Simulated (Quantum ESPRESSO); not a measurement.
Cd under changes of volume

One of the cells (22.724 Å³/atom); the others are scaled copies at fixed shape and fractional positions:

```
CELL_PARAMETERS angstrom
-1.78432 1.78432 1.78432
1.78432 -1.78432 1.78432
1.78432 1.78432 -1.78432
ATOMIC_POSITIONS crystal
Cd 0.00000 0.00000 0.00000
```

This isn't the form of Cd at room conditions, which is hcp.

| Item | Value |
| --- | --- |
| Program | Quantum ESPRESSO 7.5 |
| Functional | PBE |
| Potentials or basis | SSSP 1.3 efficiency PBE |
| Cutoff | 816 eV |
| Density cutoff | 6531 eV |
| k mesh | 10 × 10 × 10 |
| Occupations | fermi-dirac, width 0.05 eV |
| Spin | no spin polarisation |

| volume (Å³/atom) | energy over the lowest point (meV/atom) | pressure (GPa) |
| --- | --- | --- |
| 21.360 | 22.72 | 4.0 |
| 21.815 | 13.01 | 2.8 |
| 22.269 | 6.39 | 1.8 |
| 22.724 | ? | ? |
| 23.178 | 0.18 | 0.3 |
| 23.633 | 0.00 | -0.4 |
| 24.087 | 1.61 | -1.0 |

What does the run at 22.724 Å³/atom give?

Energy over the lowest point 2.26 meV/atom; pressure 1.0 GPa.

Worked out: A Birch-Murnaghan fit of order 3 (a polynomial in V^(-2/3)) to the other rows has its minimum at 23.43 Å³/atom with B0 = V·E''(V) = 32 GPa and B' = 6.5. It gives 2.15 meV/atom at 22.724 Å³/atom, against the run's 2.26, and -dE/dV = 1.1 GPa, against 1.0.

Energies are extrapolated to zero smearing.
